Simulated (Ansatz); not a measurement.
# CdS: the cost of one run

Program: Ansatz 0.2.0, driven from Python. Level of theory: DFT r2SCAN, plane waves, PAW. These are calculated values, not measurements.

## (1) The system

Symmetry: Pmmn, No. 59, orthorhombic system. Conventional cell: a = 3.898 Å, b = 5.511 Å, c = 3.898 Å, α = 90.00°, β = 90.00°, γ = 90.00°. Cd (site symmetry mm2) is surrounded by 6 S at 2.75 to 2.76 Å. S (site symmetry mm2) is surrounded by 6 Cd at 2.75 to 2.76 Å.

No structure file is read: the coordinates are typed or built in the script.

## (2) The script

The input, strain.py:

```python
# -*- coding: utf-8 -*-
"""Energy of CdS under tetragonal strain, ions carried with the cell."""

from dataclasses import dataclass

import ansatz
import matplotlib.pyplot as plt
import numpy as np


@dataclass
class Settings:
    smearing: str = "fermi_dirac"
    smearing_width: float = 0.02
    cutoff_ev: int = 520
    mesh: tuple[int, ...] = (6, 4, 6)


settings = Settings()

VECTORS = np.array([
    [3.89844, 0.0, 0.0],
    [0.0, 5.51149, 0.0],
    [0.0, 0.0, 3.8981],
])
SITES = [
    ("Cd", [0.5, 0.5, 0.24303]),
    ("Cd", [0.0, 0.0, 0.75697]),
    ("S", [0.5, 0.0, 0.25516]),
    ("S", [0.0, 0.5, 0.74484]),
]


def make_crystal(cell):
    crystal = ansatz.Crystal(lattice=ansatz.Lattice.of(cell))
    for symbol, position in SITES:
        crystal = crystal.atom(symbol, position)
    return crystal

# clamped ions: the fractional positions stay as typed
values = np.linspace(-0.01, 0.01, 7)
energies = []
for d in values:
    strain = np.diag([d, d, (1 + d) ** -2 - 1])
    cell = VECTORS @ (np.eye(3) + strain)
    calc = (
        make_crystal(cell).calculation()
        .functional(ansatz.Functional.R2SCAN)
        .occupations(settings.smearing, width=settings.smearing_width)
        .basis(settings.cutoff_ev)
        .kpoints(*settings.mesh)
        .stress()
    )
    rep = calc.run(threads=1).report
    energies.append(rep["free_energy_ev"] / len(SITES))
    s = rep["stress_gpa"]
    print(f"d = {d:+.4f}  stress xx yy zz xy (GPa, compression positive): {s[0][0]:8.3f} {s[1][1]:8.3f} {s[2][2]:8.3f} {s[0][1]:8.3f}")
energies = np.array(energies)

for value, e in zip(values, energies):
    print(f"strain {value:7.3f}   E - Emin = {1000 * (e - energies.min()):9.3f} meV/atom")
plt.figure(figsize=(4.5, 3))
plt.plot(values, 1000 * (energies - energies.min()), "o-")
plt.xlabel("strain")
plt.ylabel("meV/atom")
plt.tight_layout()
plt.savefig("strain.png", dpi=100)
curvature = 2 * np.polyfit(values, energies, 3)[1]
volume = abs(np.linalg.det(VECTORS)) / len(SITES)
print(f"d2E/dd2 over the volume: {curvature / volume * 160.21766:.1f} GPa")
```

## (3) The run

Started as:

```console
> python strain.py
```

**Question.** How long does this script take on 1 thread of Arm Neoverse V2, shared host, and how much memory does it need?

About 1.9 min, with a peak of 0.69 GiB.
